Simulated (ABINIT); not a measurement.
Si, 2 atoms in the cell. Symmetry: I4_1/amd, No. 141, tetragonal system. Conventional cell: a = 4.743 Å, b = 4.743 Å, c = 2.659 Å, α = 90.00°, β = 90.00°, γ = 90.00°. Si (site symmetry -4m2) has 6 Si at 2.46 to 2.66 Å as nearest neighbours. This isn't the form of Si at room conditions, which is diamond.

* Program: ABINIT 10.8.3 (patched build)
* Task: single point
* Functional: WC
* Potentials or basis: JTH PAW PBE v2.0
* Cutoff: 490 eV
* k mesh: 11 × 11 × 11
* Occupations: fermi-dirac, width 0.05 eV
* Spin: no spin polarisation
* Fine-grid cutoff: 979.61 eV

Potentials or basis: JTH PAW PBE v2.0.

Run with:

```console
$ abinit run.abi > log 2>&1
```

Hardware: 1 thread of Arm Neoverse V2, with other jobs on the host.

Question: How long does it take, and how much memory?

Answer: Run time: 19 s on 1 thread of Arm Neoverse V2, with other jobs on the host, peak memory 0.11 GiB. Counts: scf iterations 8, mpi ranks 1, k points 126, bands 8, plane waves 751.
